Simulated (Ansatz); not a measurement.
**AgO: strain energy, fitted**

AgO, F-43m, a = 4.949 Å. The structure is a COD entry; whether it is the stable form wasn't checked. Ansatz: PBEsol, PAW, 420 eV, Γ-centred 12×12×8 mesh on 4 atoms, Gaussian smearing 0.10 eV; no spin polarisation. Series: equal strain along all axes, cell held, atoms fixed by symmetry; x is the strain in per cent. y is the free energy over the unstrained cell, V0 = 15.155 Å³/atom.

```
x (%) y (meV/atom)
 -4.5             ?
 -3.0         47.27
 -1.5         11.14
  0.0          0.00
  1.5          9.67
  3.0         36.65
  4.5         77.88
```

Q: Fit y = c2 x² + c3 x³ to the other rows, turn c2 into a modulus, and predict the missing energy.

A: Least squares on the rows shown. y = 4.6792 x² − 0.18696 x³. In eV per unit strain² c2 is 46.79; the stiffness is B for this strain (E = 9/2 B V0 ε², shape held): 2 × 46.79 × 160.2 / (9 × 15.155) = 110 GPa. At x = -4.5 the fit asked for gives 111.79 meV/atom. The run gave 113.11 meV/atom, so the fit is 1.32 meV/atom too low, 1.2 % of the span of the series, against an rms of 0.23 meV/atom on the fitted rows. The row lies outside the fitted range. With a term in x⁴ added, a fit to the same known rows predicts 113.77 meV/atom, a smaller miss on the other side.

Spin polarisation was left out, and a magnetic state may lie lower.